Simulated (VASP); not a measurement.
# The defect H_Cl in a supercell of LiCl (Fm-3m), part 4 of 9

Aim: the formation energy and local structure of the defect H_Cl in LiCl (Fm-3m). The start is a computed cell from the Materials Project.

VASP 6.6.1, plane waves and PAW; the level of theory is named at each step.

So far. Step 2 (Relaxing the host crystal): The run ended after 2 ionic steps, 0.000 eV below its first step, once forces and stress met EDIFFG = -0.02. Step 4 (The perfect supercell): The perfect cell has a gap of 6.30 eV on this mesh, with its valence-band top at 0.620 eV, and charged states follow.

### Step 5. Relaxing the atoms

This step: PBEsol; plane waves and PAW (Cl) (VASP 6.6.1).

System of this step: Cl2. The cell holds 2 atoms: 2 Cl. Its edges and angles: a = 11.000 Å, b = 11.500 Å, c = 14.000 Å, α = 90.0°, β = 90.0°, γ = 90.0°. Vacuum lies along a, b and c.

The reference for Cl is the Cl2 molecule, relaxed in a box at the cutoff of the large cell.

The input, INCAR:

```
SYSTEM = Cl
PREC = Normal
ENCUT = 300
EDIFF = 1E-05
NELM = 120
ISMEAR = 0
SIGMA = 0.01
LREAL = Auto
ALGO = Fast
GGA = PS
NBANDS = 13
LORBIT = 11
LWAVE = .FALSE.
LCHARG = .FALSE.
NCORE = 4
IBRION = 2
NSW = 20
ISIF = 2
EDIFFG = -0.03
POTIM = 0.4
MAXMIX = 40
ISYM = 0
```

The input, POSCAR:

```
Cl
1.0
   11.0000000000      0.0000000000      0.0000000000
    0.0000000000     11.5000000000      0.0000000000
    0.0000000000      0.0000000000     14.0000000000
Cl
2
Direct
    0.5000000000      0.5000000000      0.4289285700
    0.5000000000      0.5000000000      0.5710714300
```

The input, KPOINTS:

```
Automatic mesh
0
Gamma
1 1 1
0 0 0
```

The projector-augmented-wave data sets are Cl (PBE family, release 64).

Command:

```
$ mpirun -np 4 vasp_gam
```

What it wrote:

```text
[banner, memory and clock lines left out]
running    4 mpi-ranks, on    1 nodes
 distrk:  each k-point on    4 cores,    1 groups
 distr:  one band on    4 cores,    1 groups

 POSCAR found type information on POSCAR Cl
 POSCAR found :  1 types and       2 ions
|                                                                             |
|               ----> ADVICE to this user running VASP <----                  |
|                                                                             |
|     You have a (more or less) 'small supercell' and for smaller cells       |
|     it is recommended to use the reciprocal-space projection scheme!        |
|     The real-space optimization is not efficient for small cells and it     |
|     is also less accurate ...                                               |
|     Therefore, set LREAL=.FALSE. in the INCAR file.                         |
|                                                                             |

 [... a notice as in an earlier step ...]

 LDA part: xc-table for (Slater+PW92), standard interpolation
 POSCAR, INCAR and KPOINTS ok, starting setup
 FFT: planning ... GRIDC
 FFT: planning ... GRID_SOFT
 FFT: planning ... GRID
 WAVECAR not read
 entering main loop
       N       E                     dE             d eps       ncg     rms          rms(c)
DAV:   1     0.132349268107E+03    0.13235E+03   -0.20814E+03    34   0.352E+02
DAV:   2     0.266034261074E+02   -0.10575E+03   -0.10421E+03    47   0.835E+01
DAV:   3    -0.330534194728E+01   -0.29909E+02   -0.29884E+02    44   0.700E+01
DAV:   4    -0.411677519053E+01   -0.81143E+00   -0.81140E+00    31   0.125E+01
DAV:   5    -0.412569923044E+01   -0.89240E-02   -0.89240E-02    34   0.140E+00    0.113E+01
RMM:   6    -0.389482552280E+01    0.23087E+00   -0.12827E-01    26   0.228E+00    0.689E+00
RMM:   7    -0.381261118524E+01    0.82214E-01   -0.33092E-01    26   0.374E+00    0.395E-01
RMM:   8    -0.381294818959E+01   -0.33700E-03   -0.34384E-02    26   0.145E+00    0.118E-01
RMM:   9    -0.381353685495E+01   -0.58867E-03   -0.61714E-03    27   0.528E-01    0.857E-02
RMM:  10    -0.381439609720E+01   -0.85924E-03   -0.82153E-04    28   0.180E-01    0.276E-02
RMM:  11    -0.381496392417E+01   -0.56783E-03   -0.15589E-04    26   0.828E-02    0.192E-02
RMM:  12    -0.381561798600E+01   -0.65406E-03   -0.86307E-05    25   0.528E-02    0.101E-02
RMM:  13    -0.381589586036E+01   -0.27787E-03   -0.39888E-05    24   0.311E-02    0.121E-02
RMM:  14    -0.381631459214E+01   -0.41873E-03   -0.45105E-05    24   0.309E-02    0.483E-03
RMM:  15    -0.381634269274E+01   -0.28101E-04   -0.16674E-05    21   0.169E-02    0.492E-03
RMM:  16    -0.381643014080E+01   -0.87448E-04   -0.52246E-06    19   0.121E-02    0.307E-03
RMM:  17    -0.381643064086E+01   -0.50006E-06   -0.75020E-07    17   0.509E-03
   1 F= -.38164306E+01 E0= -.38164306E+01  d E =-.381643E+01
 curvature:   0.00 expect dE= 0.000E+00 dE for cont linesearch  0.000E+00
 trial: gam= 0.00000 g(F)=  0.270E-02 g(S)=  0.000E+00 ort = 0.000E+00 (trialstep = 0.100E+01)
 search vector abs. value=  0.270E-02
 bond charge predicted
       N       E                     dE             d eps       ncg     rms          rms(c)
DAV:   1    -0.381650224085E+01   -0.72100E-04   -0.23169E-01    26   0.239E+00    0.759E-01
RMM:   2    -0.381597783165E+01    0.52441E-03   -0.83847E-03    26   0.623E-01    0.259E-01
RMM:   3    -0.381705107963E+01   -0.10732E-02   -0.15917E-03    26   0.284E-01    0.121E-01
RMM:   4    -0.381698583832E+01    0.65241E-04   -0.33295E-04    26   0.130E-01    0.438E-02
RMM:   5    -0.381711355766E+01   -0.12772E-03   -0.70036E-05    26   0.559E-02    0.348E-02
RMM:   6    -0.381712778806E+01   -0.14230E-04   -0.19398E-05    20   0.283E-02    0.151E-02
RMM:   7    -0.381714195202E+01   -0.14164E-04   -0.11083E-05    20   0.182E-02    0.864E-03
RMM:   8    -0.381714893772E+01   -0.69857E-05   -0.19097E-06    18   0.889E-03
   2 F= -.38171489E+01 E0= -.38171489E+01  d E =-.718297E-03
 trial-energy change:   -0.000718  1 .order   -0.000633   -0.002701    0.001436
 step:   0.6799(harm=  0.6529)  dis= 0.00491  next Energy=    -3.817376 (dE=-0.945E-03)
 bond charge predicted
       N       E                     dE             d eps       ncg     rms          rms(c)
DAV:   1    -0.381731447378E+01   -0.17252E-03   -0.23886E-02    26   0.770E-01    0.241E-01
RMM:   2    -0.381736491275E+01   -0.50439E-04   -0.56664E-04    26   0.171E-01    0.340E-02
RMM:   3    -0.381736977391E+01   -0.48612E-05   -0.81265E-05    23   0.633E-02
   3 F= -.38173698E+01 E0= -.38173698E+01  d E =-.939133E-03
 curvature:  -0.32 expect dE=-0.688E-07 dE for cont linesearch -0.685E-07
 trial: gam=-0.00876 g(F)=  0.212E-06 g(S)=  0.000E+00 ort = 0.239E-04 (trialstep = 0.936E+00)
 search vector abs. value=  0.815E-09
 reached required accuracy - stopping structural energy minimisation
```

It took 9.2 s on 4 MPI ranks of AMD EPYC 7R43, shared host; peak memory 0.62 GiB.

OUTCAR, selected parts (step 5):

```text
   k-points           NKPTS =      1   k-points in BZ     NKDIM =      1   number of bands    NBANDS=     13

   ENCUT  =  300.0 eV  22.05 Ry    4.70 a.u.  15.53 16.24 19.77*2*pi/ulx,y,z

   NELECT =      14.0000    total number of electrons

 E-fermi :  -6.9675

 k-point     1 :       0.0000    0.0000    0.0000
  band No.  band energies     occupation
    ...
      3     -11.7947      2.00000
      4      -9.7780      2.00000
      5      -9.7780      2.00000
      6      -7.0161      2.00000
      7      -7.0161      2.00000
      8      -3.9364      0.00000
      9      -0.2889      0.00000
     10       0.5708      0.00000
     11       0.5871      0.00000
     12       0.9205      0.00000
    ...

  Total       -0.2285189     -0.2252760     -0.1633855     -0.0000163     -0.0000381      0.0000567
  in kB       -0.2067351     -0.2038013     -0.1478106     -0.0000147     -0.0000345      0.0000513
  external PRESSURE =      -0.1861156 kB  Pullay stress =       0.0000000 kB

 POSITION                                       TOTAL-FORCE (eV/Angst)
 -----------------------------------------------------------------------------------
      5.50000      5.75000      6.00991        -0.000081      0.000049      0.001654
      5.50000      5.75000      7.99009         0.000081     -0.000049     -0.001654
 -----------------------------------------------------------------------------------
    total drift:                                0.000022      0.000111      0.000045

  FREE ENERGIE OF THE ION-ELECTRON SYSTEM (eV)
  ---------------------------------------------------
  free  energy   TOTEN  =        -3.8173697739 eV

  energy  without entropy=       -3.8173697739  energy(sigma->0) =       -3.81736977

[... 1 part as in an earlier step ...]

[... 7 further parts left out ...]
```

The steps of the relaxation:

```tsv
step	energy less that of the first step (eV)	largest force (eV/Å)
1	0.0000	0.1871
2	-0.0007	0.0995
3	-0.0009	0.0017
```

This step gave:

- electronic cycles: 28
- electrons: 14
- free energy (TOTEN): -3.817 eV
- gap between the highest filled and lowest empty level: 3.080 eV

The run ended after 3 ionic steps, 0.001 eV below its first step, once the forces on the free atoms met EDIFFG = -0.03.

Energy at zero smearing: -3.81737 eV.

### Step 6. Relaxing the atoms

This step: PBEsol; plane waves and PAW (H) (VASP 6.6.1).

System of this step: H2. The cell holds 2 atoms: 2 H. Its edges and angles: a = 11.000 Å, b = 11.500 Å, c = 13.000 Å, α = 90.0°, β = 90.0°, γ = 90.0°. Vacuum lies along a, b and c.

The reference for H is the H2 molecule, relaxed in a box at the cutoff of the large cell.

Edit INCAR of step 5 so:

```diff
@@ -1,2 +1,2 @@
-SYSTEM = Cl
+SYSTEM = H
 PREC = Normal
@@ -10,3 +10,3 @@
 GGA = PS
-NBANDS = 13
+NBANDS = 7
 LORBIT = 11
```

The input, POSCAR:

```
H
1.0
   11.0000000000      0.0000000000      0.0000000000
    0.0000000000     11.5000000000      0.0000000000
    0.0000000000      0.0000000000     13.0000000000
H
2
Direct
    0.5000000000      0.5000000000      0.4715384600
    0.5000000000      0.5000000000      0.5284615400
```

KPOINTS is that of step 5.

Potentials, in the order of the species: H (PBE family, release 64).

Command:

```
$ mpirun -np 4 vasp_gam
```

What it wrote:

```text
[banner, memory and clock lines left out]
running    4 mpi-ranks, on    1 nodes
 distrk:  each k-point on    4 cores,    1 groups
 distr:  one band on    4 cores,    1 groups

 POSCAR found type information on POSCAR H
 POSCAR found :  1 types and       2 ions
 [... a notice as in an earlier step ...]

 [... a notice as in an earlier step ...]

 LDA part: xc-table for (Slater+PW92), standard interpolation
 POSCAR, INCAR and KPOINTS ok, starting setup
 FFT: planning ... GRIDC
 FFT: planning ... GRID_SOFT
 FFT: planning ... GRID
 WAVECAR not read
 entering main loop
       N       E                     dE             d eps       ncg     rms          rms(c)
DAV:   1    -0.269637378008E+01   -0.26964E+01   -0.46733E+02    21   0.948E+01
DAV:   2    -0.709822623315E+01   -0.44019E+01   -0.44019E+01    21   0.269E+01
DAV:   3    -0.711108322801E+01   -0.12857E-01   -0.12857E-01    28   0.200E+00
DAV:   4    -0.711108418525E+01   -0.95724E-06   -0.95724E-06    14   0.178E-02
DAV:   5    -0.711108418882E+01   -0.35735E-08   -0.35731E-08    21   0.116E-03    0.442E+00
RMM:   6    -0.668922460642E+01    0.42186E+00   -0.15469E-01    14   0.148E+00    0.246E+00
RMM:   7    -0.646380355041E+01    0.22542E+00   -0.41349E-01    14   0.255E+00    0.325E-01
RMM:   8    -0.646823140041E+01   -0.44279E-02   -0.90582E-03    14   0.473E-01    0.305E-01
RMM:   9    -0.646431245291E+01    0.39189E-02   -0.54290E-03    14   0.320E-01    0.594E-02
RMM:  10    -0.646727131219E+01   -0.29589E-02   -0.30201E-03    14   0.210E-01    0.570E-02
RMM:  11    -0.646748575547E+01   -0.21444E-03   -0.14487E-04    14   0.603E-02    0.334E-02
RMM:  12    -0.646892791918E+01   -0.14422E-02   -0.38283E-04    14   0.699E-02    0.249E-02
RMM:  13    -0.646905348825E+01   -0.12557E-03   -0.17552E-05    14   0.159E-02    0.322E-03
RMM:  14    -0.646927146375E+01   -0.21798E-03   -0.16498E-05    14   0.149E-02    0.717E-03
RMM:  15    -0.646928965006E+01   -0.18186E-04   -0.16539E-06    13   0.466E-03    0.929E-04
RMM:  16    -0.646932875727E+01   -0.39107E-04   -0.10390E-06    13   0.405E-03    0.161E-03
RMM:  17    -0.646933378155E+01   -0.50243E-05    0.00000E+00    12   0.118E-03
   1 F= -.64693338E+01 E0= -.64693338E+01  d E =-.646933E+01
 curvature:   0.00 expect dE= 0.000E+00 dE for cont linesearch  0.000E+00
 trial: gam= 0.00000 g(F)=  0.339E-01 g(S)=  0.000E+00 ort = 0.000E+00 (trialstep = 0.100E+01)
 search vector abs. value=  0.339E-01
 bond charge predicted
       N       E                     dE             d eps       ncg     rms          rms(c)
DAV:   1    -0.646385330296E+01    0.54755E-02   -0.74797E-01    14   0.456E+00    0.405E-01
RMM:   2    -0.645981740677E+01    0.40359E-02   -0.36238E-03    14   0.253E-01    0.171E-01
RMM:   3    -0.646014550378E+01   -0.32810E-03   -0.28513E-03    14   0.193E-01    0.226E-02
RMM:   4    -0.646029225025E+01   -0.14675E-03   -0.12761E-04    14   0.586E-02    0.593E-03
RMM:   5    -0.646036898089E+01   -0.76731E-04   -0.11889E-05    14   0.195E-02    0.110E-03
RMM:   6    -0.646040228988E+01   -0.33309E-04   -0.27666E-06    13   0.770E-03    0.184E-03
RMM:   7    -0.646042277919E+01   -0.20489E-04   -0.26253E-06    13   0.634E-03    0.334E-03
RMM:   8    -0.646042848173E+01   -0.57025E-05   -0.72577E-07    13   0.281E-03
   2 F= -.64604285E+01 E0= -.64604285E+01  d E =0.890530E-02
 trial-energy change:    0.008905  1 .order    0.006620   -0.033896    0.047135
 step:   0.3785(harm=  0.4183)  dis= 0.00968  next Energy=    -6.475625 (dE=-0.629E-02)
 bond charge predicted
       N       E                     dE             d eps       ncg     rms          rms(c)
DAV:   1    -0.647686040831E+01   -0.16438E-01   -0.28241E-01    14   0.276E+00    0.244E-01
RMM:   2    -0.647557733659E+01    0.12831E-02   -0.35174E-03    14   0.217E-01    0.499E-03
RMM:   3    -0.647560730626E+01   -0.29970E-04   -0.13759E-04    14   0.547E-02    0.689E-03
RMM:   4    -0.647561256795E+01   -0.52617E-05   -0.10172E-05    14   0.162E-02
   3 F= -.64756126E+01 E0= -.64756126E+01  d E =-.627879E-02
 curvature:  -0.21 expect dE=-0.118E-06 dE for cont linesearch -0.118E-06
 trial: gam= 0.00000 g(F)=  0.567E-06 g(S)=  0.000E+00 ort =-0.139E-03 (trialstep = 0.876E+00)
 search vector abs. value=  0.567E-06
 reached required accuracy - stopping structural energy minimisation
```

Wall time 6.6 s (4 MPI ranks); peak memory 0.58 GiB; 24 s of CPU time.

Parts of OUTCAR (step 6):

```text
   k-points           NKPTS =      1   k-points in BZ     NKDIM =      1   number of bands    NBANDS=      7

   ENCUT  =  300.0 eV  22.05 Ry    4.70 a.u.  15.53 16.24 18.36*2*pi/ulx,y,z

   NELECT =       2.0000    total number of electrons

 E-fermi : -10.0291

 k-point     1 :       0.0000    0.0000    0.0000
  band No.  band energies     occupation
      1     -10.0949      2.00000
      2      -0.1262      0.00000
      3       0.2767      0.00000
      4       0.7812      0.00000
      5       0.7931      0.00000
      6       0.8674      0.00000
    ...

  Total       -0.3178236     -0.3198327     -0.3480453     -0.0000000      0.0000000      0.0000000
  in kB       -0.3096441     -0.3116015     -0.3390880     -0.0000000      0.0000000      0.0000000
  external PRESSURE =      -0.3201112 kB  Pullay stress =       0.0000000 kB

 POSITION                                       TOTAL-FORCE (eV/Angst)
 -----------------------------------------------------------------------------------
      5.50000      5.75000      6.12032        -0.000000     -0.000000      0.002710
      5.50000      5.75000      6.87968         0.000000      0.000000     -0.002710
 -----------------------------------------------------------------------------------
    total drift:                                0.000000     -0.000000     -0.000005

  FREE ENERGIE OF THE ION-ELECTRON SYSTEM (eV)
  ---------------------------------------------------
  free  energy   TOTEN  =        -6.4756125679 eV

  energy  without entropy=       -6.4756125679  energy(sigma->0) =       -6.47561257

[... 2 parts as in an earlier step ...]

[... 6 further parts left out ...]
```

The steps of the relaxation:

```tsv
step	energy less that of the first step (eV)	largest force (eV/Å)
1	0.0000	0.6627
2	0.0089	0.9215
3	-0.0063	0.0027
```

The relaxed structure:

```xyz
2
Lattice="11.0000 0.0000 0.0000 0.0000 11.5000 0.0000 0.0000 0.0000 13.0000" Properties=species:S:1:pos:R:3
H     5.5000    5.7500    6.1203
H     5.5000    5.7500    6.8797
```

This step gave:

```
electronic cycles                                     : 29
electrons                                             : 2
free energy (TOTEN)                                   : -6.476 eV
gap between the highest filled and lowest empty level : 9.969 eV
```

The run ended after 3 ionic steps, 0.006 eV below its first step, once the forces on the free atoms met EDIFFG = -0.03.

Energy at zero smearing: -6.47561 eV.

(Part 4 of 9 ends here.)

[Lines on the potential files, build, host, timing and source positions are cut from VASP's logs without a mark.]

[Logs are printed without paths, hosts, clocks, repeated set-up lines and the standing remarks that a program may print on its own settings, such as how far it seeks lower states.]

[Hosts, paths, dates, database ids (printed as entryN), source tags and the programs' standing remarks are cut or masked in the printed files.]

[In band tables of VASP the shares of atoms and orbitals are scaled to a sum of 1 inside the atoms' spheres.]

[Runs that stopped without an error message from VASP are left out.]
